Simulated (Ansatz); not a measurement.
## TiC, one cell by several methods

```
Ti C
1.0
     0.00000    2.18041    2.13154
     2.18041    0.00000    2.13154
     2.18041    2.18041    0.00000
Ti C
1 1
Cartesian
  0.0000 0.0000 0.0000
  2.1804 2.1804 2.1315
```

Atoms are numbered in the order listed.

The cell comes from COD entry 9012564, which wasn't checked; take it as a given geometry. The listed cell was then made from it by scaling, straining or moving an atom.

All numbers are computed: DFT, PBE, PAW with Ansatz's default frozen-core files, scalar-relativistic (Ansatz 0.2.0); DFT, PBE, all-electron PAW with datasets made for the crystal, scalar-relativistic (Ansatz 0.2.0); DFT, PBE, all-electron LAPW, scalar-relativistic (Ansatz 0.2.0).

For PAW: a Γ-centred 14×14×14 k mesh, Fermi–Dirac smearing of 0.03 eV, cutoff 420 eV, no spin polarisation. The crystal-made all-electron datasets (AE datasets) take a cutoff of 360 eV at this cell. LAPW targets a basis error of 0.25 meV/atom. The Ansatz runs share mesh, smearing and spin set-up. Plane-wave (PAW) pressures include the program's estimate of the Pulay term.

Stress and pressure are positive in compression.

The change that made this cell: z strained by -1.5 % at fixed volume.

In a metal, gradients converge slowly with the k mesh: the values move by tens of per cent from one mesh to another, at times in sign, so only the comparison on one mesh counts.

| quantity | PAW | AE datasets | LAPW |
| --- | --- | --- | --- |
| pressure (GPa) | 1.11 | 1.08 | 1.08 |
| stress xx (GPa) | -1.95 | -1.98 | -1.98 |
| stress zz (GPa) | 7.22 | 7.20 | 7.20 |
| field gradient Vzz at Ti1 (10²¹ V/m²) | -1.92 | -1.89 | – |

PAW's pressure differs from the LAPW value by +0.03 GPa. Datasets made for the crystal and LAPW share parts of one code, so their agreement isn't an independent check.
